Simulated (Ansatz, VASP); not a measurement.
**ZrB2 in VASP and in Ansatz**

```
Zr B
1.0
     3.17130    0.00000    0.00000
    -1.58565    2.74643    0.00000
     0.00000    0.00000    3.54264
Zr B
1 2
Direct
  0.00000 0.00000 0.00000
  0.33333 0.66667 0.50000
  0.66667 0.33333 0.50000
```

Alike in both runs: functional PBE; k mesh 12 × 12 × 12; occupations fermi-dirac, width 0.15 eV; no spin polarisation.

Ansatz relaxed the structure, and its values are those at the end. VASP's run is a single point on that final structure, the one shown.

|  | VASP | Ansatz |
| --- | --- | --- |
| version | VASP 6.6.1 | Ansatz 0.2.0 |
| potentials or method | VASP PAW PBE potentials, release 64 (Zr_sv, B) | scalar-relativistic, plane waves, PAW |
| plane-wave cutoff (eV) | 520 | 420 |
| valence electrons in the cell | 18 | 18 |

```tsv
	VASP	Ansatz	Ansatz less VASP
gap on the k mesh at the Fermi level (eV)	none	none	-
pressure (GPa)	0.1	0.0	-0.12
```

A gap of «none» marks a metal or a gap that the smearing closes. With one functional, cell and mesh, what is left measures potentials, basis and numerics.
